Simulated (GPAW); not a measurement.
# TiO (Pm-3m) in GPAW: a series of runs

One crystal, TiO, is run at these levels: PBEsol; tasks: relaxation of cell and atoms.

Program: GPAW 26.7.0. These are calculated values, not measurements. Logs are shortened: lines on timing, memory, paths and dates and some standing lists are left out, and cuts for length are marked. The log counts tension as positive stress, the text compression.

### Step 1. The crystal as given

Symmetry: Pm-3m, No. 221, cubic system. Conventional cell: a = 4.087 Å, b = 4.087 Å, c = 4.087 Å, α = 90.00°, β = 90.00°, γ = 90.00°. Around Ti (site symmetry 4/mmm) lie 4 O at 2.04 Å. O (site symmetry 4/mmm) has 4 Ti at 2.04 Å as nearest neighbours.

The cell comes from a database or a generator and needn't be the stable form of this composition.

### Step 2. Relaxation of cell and atoms, PBEsol, target pressure 20 GPa, at which the enthalpy is minimised

File run.py:

```python
from ase import Atoms
from ase.filters import FrechetCellFilter
from ase.io import write
from ase.optimize import BFGS
from ase.units import GPa
from gpaw import GPAW, PW, setup_paths

setup_paths.insert(0, '.')

atoms = Atoms(['Ti', 'Ti', 'Ti', 'O', 'O', 'O'],
              cell=[[4.086668, 0.0, 0.0],
                    [0.0, 4.086668, 0.0],
                    [0.0, 0.0, 4.086668]],
              scaled_positions=[[0.5, 0.0, 0.5],
                                [0.0, 0.5, 0.5],
                                [0.5, 0.5, 0.0],
                                [0.0, 0.0, 0.5],
                                [0.5, 0.0, 0.0],
                                [0.0, 0.5, 0.0]],
              pbc=True)

calc = GPAW(mode=PW(800),
            xc='PBEsol',
            kpts={'size': (5, 5, 5), 'gamma': True},
            occupations={'name': 'fermi-dirac', 'width': 0.05},
            nbands=49,
            convergence={'density': 1e-05, 'forces': 0.0001},
            maxiter=150,
            txt='gpaw.txt')
atoms.calc = calc
opt = BFGS(FrechetCellFilter(atoms, scalar_pressure=20 * GPa), trajectory='relax.traj', logfile='-')
done = opt.run(fmax=0.02, steps=60)
calc.write('gs.gpw')
write('result.traj', atoms)
print('Converged:', done)
print('Cell:', atoms.cell.cellpar().round(4))
print('Volume:', round(atoms.get_volume(), 4))
print(atoms.get_scaled_positions().round(5))
```

Potentials or basis: PAW data sets generated in the run's folder for this functional, pw.

Launch:

```console
$ gpaw-setup -f PBEsol O Ti
$ OMP_NUM_THREADS=1 python run.py
```

gpaw.txt:

```text
__  _  _
 | _ |_)|_||  |
 |__||  | ||/\| - 26.7.0

Input parameters:
  mode=PW(ecut=800.0),
  convergence={'density': 1e-05, 'forces': 0.0001},
  kpts=MonkhorstPack(size=(5, 5, 5), gamma=True),
  maxiter=150,
  nbands=49,
  occupations=Occupations(name='fermi-dirac', width=0.05),
  xc=XC(name='PBEsol')

Diagonalizing LCAO Hamiltonian
Converting LCAO to pw mode
    .---------.
   /|         |
  / |         |
 *  |         |
 | Ti         |
 |  .---------.
 O O  Tii    /
 |/         /
 *----O----*

Atoms  # Å, Bohr magnetons
|   | symbol |        x |        y |        z |    initial magnetic moments |
|---|--------|----------|----------|----------|-----------------------------|
| 0 |     Ti | 2.043334 | 0.000000 | 2.043334 | ( 0.0000,  0.0000,  0.0000) |
| 1 |     Ti | 0.000000 | 2.043334 | 2.043334 | ( 0.0000,  0.0000,  0.0000) |
| 2 |     Ti | 2.043334 | 2.043334 | 0.000000 | ( 0.0000,  0.0000,  0.0000) |
| 3 |      O | 0.000000 | 0.000000 | 2.043334 | ( 0.0000,  0.0000,  0.0000) |
| 4 |      O | 2.043334 | 0.000000 | 0.000000 | ( 0.0000,  0.0000,  0.0000) |
| 5 |      O | 0.000000 | 2.043334 | 0.000000 | ( 0.0000,  0.0000,  0.0000) |

Unit cell  # Å
| periodic |        x |        y |        z |  lengths |    angles |
|----------|----------|----------|----------|----------|-----------|
|      yes | 4.086668 | 0.000000 | 0.000000 | 4.086668 | 90.000000 |
|      yes | 0.000000 | 4.086668 | 0.000000 | 4.086668 | 90.000000 |
|      yes | 0.000000 | 0.000000 | 4.086668 | 4.086668 | 90.000000 |

Number of symmetries: 48
Symmetry operations  # r_c * U_cc + t_c -> r_c
|    | kind |            matrix            |
|----|------|------------------------------|
|  0 |  E   |  1, 0, 0,  0, 1, 0,  0, 0, 1 |
|  1 |  σ   |  1, 0, 0,  0, 1, 0,  0, 0,-1 |
|  2 |  σ   |  1, 0, 0,  0, 0, 1,  0, 1, 0 |
|  3 |  C4  |  1, 0, 0,  0, 0, 1,  0,-1, 0 |
|  4 |  C4  |  1, 0, 0,  0, 0,-1,  0, 1, 0 |
|  5 |  σ   |  1, 0, 0,  0, 0,-1,  0,-1, 0 |
|  6 |  σ   |  1, 0, 0,  0,-1, 0,  0, 0, 1 |
|  7 |  C2  |  1, 0, 0,  0,-1, 0,  0, 0,-1 |
|  8 |  σ   |  0, 1, 0,  1, 0, 0,  0, 0, 1 |
|  9 |  C2  |  0, 1, 0,  1, 0, 0,  0, 0,-1 |
| 10 |  C3  |  0, 1, 0,  0, 0, 1,  1, 0, 0 |
| 11 |  S6  |  0, 1, 0,  0, 0, 1, -1, 0, 0 |
| 12 |  S6  |  0, 1, 0,  0, 0,-1,  1, 0, 0 |
| 13 |  C3  |  0, 1, 0,  0, 0,-1, -1, 0, 0 |
| 14 |  C4  |  0, 1, 0, -1, 0, 0,  0, 0, 1 |
| 15 |  S4  |  0, 1, 0, -1, 0, 0,  0, 0,-1 |
| 16 |  C3  |  0, 0, 1,  1, 0, 0,  0, 1, 0 |
| 17 |  S6  |  0, 0, 1,  1, 0, 0,  0,-1, 0 |
| 18 |  σ   |  0, 0, 1,  0, 1, 0,  1, 0, 0 |
| 19 |  C4  |  0, 0, 1,  0, 1, 0, -1, 0, 0 |
| 20 |  C2  |  0, 0, 1,  0,-1, 0,  1, 0, 0 |
| 21 |  S4  |  0, 0, 1,  0,-1, 0, -1, 0, 0 |
[... 197 lines left out ...]
|         20 |         4.449 |     2.000 |
|         21 |         4.677 |     2.000 |
|         22 |         5.536 |     2.000 |
|         23 |         5.536 |     2.000 |
|         24 |         5.536 |     2.000 |
|         25 |         7.020 |     2.000 |
[... 8 lines left out ...]
|         34 |        11.881 |     0.000 |
|         35 |        11.881 |     0.000 |
|        ... |               |           |
|         48 |        25.871 |     0.000 |

No gap
No difference between direct/indirect transitions

Stress tensor  # eV/Ang^3
|         x |         y |        z |
|-----------|-----------|----------|
|  0.044559 | -0.000000 | 0.000000 |
| -0.000000 |  0.044559 | 0.000000 |
|  0.000000 |  0.000000 | 0.044559 |

Forces  # eV/Ang
|        x |        y |        z |
|----------|----------|----------|
|  0.00000 | -0.00000 | -0.00000 |  # Ti   0
| -0.00000 | -0.00000 |  0.00000 |  # Ti   1
| -0.00000 | -0.00000 | -0.00000 |  # Ti   2
| -0.00000 | -0.00000 |  0.00000 |  # O    3
|  0.00000 | -0.00000 |  0.00000 |  # O    4
|  0.00000 | -0.00000 |  0.00000 |  # O    5

Interpolating wave functions to new cell

         Ti
       O    Ti
         O    Ti
            O

Atoms  # Å, Bohr magnetons
|   | symbol |         x |         y |         z |    initial magnetic moments |
|---|--------|-----------|-----------|-----------|-----------------------------|
| 0 |     Ti |  2.033981 |  0.000000 |  2.033981 | ( 0.0000,  0.0000,  0.0000) |
| 1 |     Ti |  0.000000 |  2.033981 |  2.033981 | ( 0.0000,  0.0000,  0.0000) |
| 2 |     Ti |  2.033981 |  2.033981 | -0.000000 | ( 0.0000,  0.0000,  0.0000) |
| 3 |      O | -0.000000 | -0.000000 |  2.033981 | ( 0.0000,  0.0000,  0.0000) |
| 4 |      O |  2.033981 |  0.000000 |  0.000000 | ( 0.0000,  0.0000,  0.0000) |
| 5 |      O |  0.000000 |  2.033981 |  0.000000 | ( 0.0000,  0.0000,  0.0000) |

Unit cell  # Å
| periodic |        x |        y |        z |  lengths |    angles |
|----------|----------|----------|----------|----------|-----------|
|      yes | 4.067963 | 0.000000 | 0.000000 | 4.067963 | 90.000000 |
|      yes | 0.000000 | 4.067963 | 0.000000 | 4.067963 | 90.000000 |
|      yes | 0.000000 | 0.000000 | 4.067963 | 4.067963 | 90.000000 |

Number of symmetries: 48
Symmetry operations  # r_c * U_cc + t_c -> r_c
|    | kind |            matrix            |
|----|------|------------------------------|
|  0 |  E   |  1, 0, 0,  0, 1, 0,  0, 0, 1 |
|  1 |  σ   |  1, 0, 0,  0, 1, 0,  0, 0,-1 |
|  2 |  σ   |  1, 0, 0,  0, 0, 1,  0, 1, 0 |
|  3 |  C4  |  1, 0, 0,  0, 0, 1,  0,-1, 0 |
|  4 |  C4  |  1, 0, 0,  0, 0,-1,  0, 1, 0 |
|  5 |  σ   |  1, 0, 0,  0, 0,-1,  0,-1, 0 |
|  6 |  σ   |  1, 0, 0,  0,-1, 0,  0, 0, 1 |
|  7 |  C2  |  1, 0, 0,  0,-1, 0,  0, 0,-1 |
|  8 |  σ   |  0, 1, 0,  1, 0, 0,  0, 0, 1 |
|  9 |  C2  |  0, 1, 0,  1, 0, 0,  0, 0,-1 |
| 10 |  C3  |  0, 1, 0,  0, 0, 1,  1, 0, 0 |
| 11 |  S6  |  0, 1, 0,  0, 0, 1, -1, 0, 0 |
| 12 |  S6  |  0, 1, 0,  0, 0,-1,  1, 0, 0 |
| 13 |  C3  |  0, 1, 0,  0, 0,-1, -1, 0, 0 |
| 14 |  C4  |  0, 1, 0, -1, 0, 0,  0, 0, 1 |
| 15 |  S4  |  0, 1, 0, -1, 0, 0,  0, 0,-1 |
| 16 |  C3  |  0, 0, 1,  1, 0, 0,  0, 1, 0 |
| 17 |  S6  |  0, 0, 1,  1, 0, 0,  0,-1, 0 |
| 18 |  σ   |  0, 0, 1,  0, 1, 0,  1, 0, 0 |
| 19 |  C4  |  0, 0, 1,  0, 1, 0, -1, 0, 0 |
| 20 |  C2  |  0, 0, 1,  0,-1, 0,  1, 0, 0 |
| 21 |  S4  |  0, 0, 1,  0,-1, 0, -1, 0, 0 |
[... 223 lines left out ...]
Forces  # eV/Ang
|        x |        y |        z |
|----------|----------|----------|
|  0.00000 | -0.00000 |  0.00000 |  # Ti   0
|  0.00000 |  0.00000 |  0.00000 |  # Ti   1
|  0.00000 |  0.00000 |  0.00000 |  # Ti   2
| -0.00000 | -0.00000 |  0.00000 |  # O    3
|  0.00000 |  0.00000 |  0.00000 |  # O    4
|  0.00000 |  0.00000 | -0.00000 |  # O    5

Interpolating wave functions to new cell

         Ti
       O    Ti
         O    Ti
            O

Atoms  # Å, Bohr magnetons
|   | symbol |        x |         y |         z |    initial magnetic moments |
|---|--------|----------|-----------|-----------|-----------------------------|
| 0 |     Ti | 1.967299 | -0.000000 |  1.967299 | ( 0.0000,  0.0000,  0.0000) |
| 1 |     Ti | 0.000000 |  1.967299 |  1.967299 | ( 0.0000,  0.0000,  0.0000) |
| 2 |     Ti | 1.967299 |  1.967299 | -0.000000 | ( 0.0000,  0.0000,  0.0000) |
| 3 |      O | 0.000000 |  0.000000 |  1.967299 | ( 0.0000,  0.0000,  0.0000) |
| 4 |      O | 1.967299 | -0.000000 | -0.000000 | ( 0.0000,  0.0000,  0.0000) |
| 5 |      O | 0.000000 |  1.967299 | -0.000000 | ( 0.0000,  0.0000,  0.0000) |

Unit cell  # Å
| periodic |        x |         y |        z |  lengths |    angles |
|----------|----------|-----------|----------|----------|-----------|
|      yes | 3.934599 | -0.000000 | 0.000000 | 3.934599 | 90.000000 |
|      yes | 0.000000 |  3.934599 | 0.000000 | 3.934599 | 90.000000 |
|      yes | 0.000000 | -0.000000 | 3.934599 | 3.934599 | 90.000000 |

Number of symmetries: 48
Symmetry operations  # r_c * U_cc + t_c -> r_c
|    | kind |            matrix            |
|----|------|------------------------------|
|  0 |  E   |  1, 0, 0,  0, 1, 0,  0, 0, 1 |
|  1 |  σ   |  1, 0, 0,  0, 1, 0,  0, 0,-1 |
|  2 |  σ   |  1, 0, 0,  0, 0, 1,  0, 1, 0 |
|  3 |  C4  |  1, 0, 0,  0, 0, 1,  0,-1, 0 |
|  4 |  C4  |  1, 0, 0,  0, 0,-1,  0, 1, 0 |
|  5 |  σ   |  1, 0, 0,  0, 0,-1,  0,-1, 0 |
|  6 |  σ   |  1, 0, 0,  0,-1, 0,  0, 0, 1 |
|  7 |  C2  |  1, 0, 0,  0,-1, 0,  0, 0,-1 |
|  8 |  σ   |  0, 1, 0,  1, 0, 0,  0, 0, 1 |
|  9 |  C2  |  0, 1, 0,  1, 0, 0,  0, 0,-1 |
| 10 |  C3  |  0, 1, 0,  0, 0, 1,  1, 0, 0 |
| 11 |  S6  |  0, 1, 0,  0, 0, 1, -1, 0, 0 |
| 12 |  S6  |  0, 1, 0,  0, 0,-1,  1, 0, 0 |
| 13 |  C3  |  0, 1, 0,  0, 0,-1, -1, 0, 0 |
| 14 |  C4  |  0, 1, 0, -1, 0, 0,  0, 0, 1 |
| 15 |  S4  |  0, 1, 0, -1, 0, 0,  0, 0,-1 |
| 16 |  C3  |  0, 0, 1,  1, 0, 0,  0, 1, 0 |
| 17 |  S6  |  0, 0, 1,  1, 0, 0,  0,-1, 0 |
| 18 |  σ   |  0, 0, 1,  0, 1, 0,  1, 0, 0 |
| 19 |  C4  |  0, 0, 1,  0, 1, 0, -1, 0, 0 |
| 20 |  C2  |  0, 0, 1,  0,-1, 0,  1, 0, 0 |
| 21 |  S4  |  0, 0, 1,  0,-1, 0, -1, 0, 0 |
[... 196 lines left out ...]
|         20 |         5.753 |     2.000 |
|         21 |         5.819 |     2.000 |
|         22 |         6.722 |     2.000 |
|         23 |         6.722 |     2.000 |
|         24 |         6.722 |     2.000 |
|         25 |         8.187 |     2.000 |
[... 8 lines left out ...]
|         34 |        14.085 |     0.000 |
|         35 |        14.085 |     0.000 |
|        ... |               |           |
|         48 |        28.596 |     0.000 |

No gap
No difference between direct/indirect transitions

Stress tensor  # eV/Ang^3
|         x |         y |         z |
|-----------|-----------|-----------|
| -0.133806 |  0.000000 |  0.000000 |
|  0.000000 | -0.133806 |  0.000000 |
|  0.000000 |  0.000000 | -0.133806 |

Forces  # eV/Ang
|       x |        y |        z |
|---------|----------|----------|
| 0.00000 |  0.00000 |  0.00000 |  # Ti   0
| 0.00000 |  0.00000 |  0.00000 |  # Ti   1
| 0.00000 |  0.00000 |  0.00000 |  # Ti   2
| 0.00000 |  0.00000 | -0.00000 |  # O    3
| 0.00000 | -0.00000 |  0.00000 |  # O    4
| 0.00000 |  0.00000 |  0.00000 |  # O    5

Interpolating wave functions to new cell

         Ti
       O    Ti
         O    Ti
            O

Atoms  # Å, Bohr magnetons
|   | symbol |        x |         y |         z |    initial magnetic moments |
|---|--------|----------|-----------|-----------|-----------------------------|
| 0 |     Ti | 1.970624 | -0.000000 |  1.970624 | ( 0.0000,  0.0000,  0.0000) |
| 1 |     Ti | 0.000000 |  1.970624 |  1.970624 | ( 0.0000,  0.0000,  0.0000) |
| 2 |     Ti | 1.970624 |  1.970624 | -0.000000 | ( 0.0000,  0.0000,  0.0000) |
| 3 |      O | 0.000000 |  0.000000 |  1.970624 | ( 0.0000,  0.0000,  0.0000) |
| 4 |      O | 1.970624 | -0.000000 | -0.000000 | ( 0.0000,  0.0000,  0.0000) |
| 5 |      O | 0.000000 |  1.970624 | -0.000000 | ( 0.0000,  0.0000,  0.0000) |

Unit cell  # Å
| periodic |        x |         y |         z |  lengths |    angles |
|----------|----------|-----------|-----------|----------|-----------|
|      yes | 3.941249 | -0.000000 | -0.000000 | 3.941249 | 90.000000 |
|      yes | 0.000000 |  3.941249 | -0.000000 | 3.941249 | 90.000000 |
|      yes | 0.000000 |  0.000000 |  3.941249 | 3.941249 | 90.000000 |

Number of symmetries: 48
Symmetry operations  # r_c * U_cc + t_c -> r_c
|    | kind |            matrix            |
|----|------|------------------------------|
|  0 |  E   |  1, 0, 0,  0, 1, 0,  0, 0, 1 |
|  1 |  σ   |  1, 0, 0,  0, 1, 0,  0, 0,-1 |
|  2 |  σ   |  1, 0, 0,  0, 0, 1,  0, 1, 0 |
|  3 |  C4  |  1, 0, 0,  0, 0, 1,  0,-1, 0 |
|  4 |  C4  |  1, 0, 0,  0, 0,-1,  0, 1, 0 |
|  5 |  σ   |  1, 0, 0,  0, 0,-1,  0,-1, 0 |
|  6 |  σ   |  1, 0, 0,  0,-1, 0,  0, 0, 1 |
|  7 |  C2  |  1, 0, 0,  0,-1, 0,  0, 0,-1 |
|  8 |  σ   |  0, 1, 0,  1, 0, 0,  0, 0, 1 |
|  9 |  C2  |  0, 1, 0,  1, 0, 0,  0, 0,-1 |
| 10 |  C3  |  0, 1, 0,  0, 0, 1,  1, 0, 0 |
| 11 |  S6  |  0, 1, 0,  0, 0, 1, -1, 0, 0 |
| 12 |  S6  |  0, 1, 0,  0, 0,-1,  1, 0, 0 |
| 13 |  C3  |  0, 1, 0,  0, 0,-1, -1, 0, 0 |
| 14 |  C4  |  0, 1, 0, -1, 0, 0,  0, 0, 1 |
| 15 |  S4  |  0, 1, 0, -1, 0, 0,  0, 0,-1 |
| 16 |  C3  |  0, 0, 1,  1, 0, 0,  0, 1, 0 |
| 17 |  S6  |  0, 0, 1,  1, 0, 0,  0,-1, 0 |
| 18 |  σ   |  0, 0, 1,  0, 1, 0,  1, 0, 0 |
| 19 |  C4  |  0, 0, 1,  0, 1, 0, -1, 0, 0 |
| 20 |  C2  |  0, 0, 1,  0,-1, 0,  1, 0, 0 |
| 21 |  S4  |  0, 0, 1,  0,-1, 0, -1, 0, 0 |
[... 194 lines left out ...]
|         20 |         5.691 |     2.000 |
|         21 |         5.766 |     2.000 |
|         22 |         6.667 |     2.000 |
|         23 |         6.667 |     2.000 |
|         24 |         6.667 |     2.000 |
|         25 |         8.134 |     2.000 |
[... 8 lines left out ...]
|         34 |        13.986 |     0.000 |
|         35 |        13.986 |     0.000 |
|        ... |               |           |
|         48 |        28.470 |     0.000 |

No gap
No difference between direct/indirect transitions

Stress tensor  # eV/Ang^3
|         x |         y |         z |
|-----------|-----------|-----------|
| -0.123905 |  0.000000 |  0.000000 |
|  0.000000 | -0.123905 |  0.000000 |
|  0.000000 |  0.000000 | -0.123905 |

Forces  # eV/Ang
|        x |        y |       z |
|----------|----------|---------|
| -0.00000 | -0.00000 | 0.00000 |  # Ti   0
| -0.00000 |  0.00000 | 0.00000 |  # Ti   1
|  0.00000 | -0.00000 | 0.00000 |  # Ti   2
| -0.00000 |  0.00000 | 0.00000 |  # O    3
| -0.00000 |  0.00000 | 0.00000 |  # O    4
|  0.00000 |  0.00000 | 0.00000 |  # O    5

# Writing to gs.gpw (mode='')
```

Wall time 1.7 min (1 thread of Arm Neoverse V2, shared host); peak memory 0.25 GiB.

Results:

- Free energy: -52.9164 eV
- Relaxed volume: 10.20 Å³/atom
- Relaxed cell: a = 3.941 Å, b = 3.941 Å, c = 3.941 Å, α = 90.00°, β = 90.00°, γ = 90.00°
- Space group after relaxing (to 0.05 Å): Pm-3m (No. 221)
- Energy change on relaxing (the enthalpy is what falls): +39.8 meV/atom
- Ionic steps: 4
- Pressure after relaxing: 19.9 GPa
- Band gap on the k mesh: none (metal or under the smearing width)

Step by step:
```tsv
step	energy change (eV)	largest force (eV/Å)	pressure (GPa)	volume (Å³)
1	0.0000	0.0000	-7.14	68.25
2	-0.0314	0.0000	-4.39	67.32
3	0.2791	0.0000	21.44	60.91
4	0.2387	0.0000	19.85	61.22
```

Final structure:
```
CELL_PARAMETERS angstrom
3.94125 0.00000 0.00000
0.00000 3.94125 0.00000
0.00000 0.00000 3.94125
ATOMIC_POSITIONS crystal
Ti 0.50000 0.00000 0.50000
Ti 0.00000 0.50000 0.50000
Ti 0.50000 0.50000 0.00000
O 0.00000 0.00000 0.50000
O 0.50000 0.00000 0.00000
O 0.00000 0.50000 0.00000
```

Levels at points of the mesh, in eV from the Fermi level:
```csv
k point,band 23,band 24,band 25,band 26,band 27,band 28,band 29,band 30,band 31,band 32
"(0.00, 0.00, 0.00)",-3.33,-3.33,-3.33,-1.86,-1.86,-1.86,1.39,1.39,1.39,2.38
```

Caveat: later steps reuse the first step's grids; semilocal functionals often make such compounds metallic where correlation or magnetic order opens a gap, which also shifts bond lengths.

(Continued in part 2 of 2.)
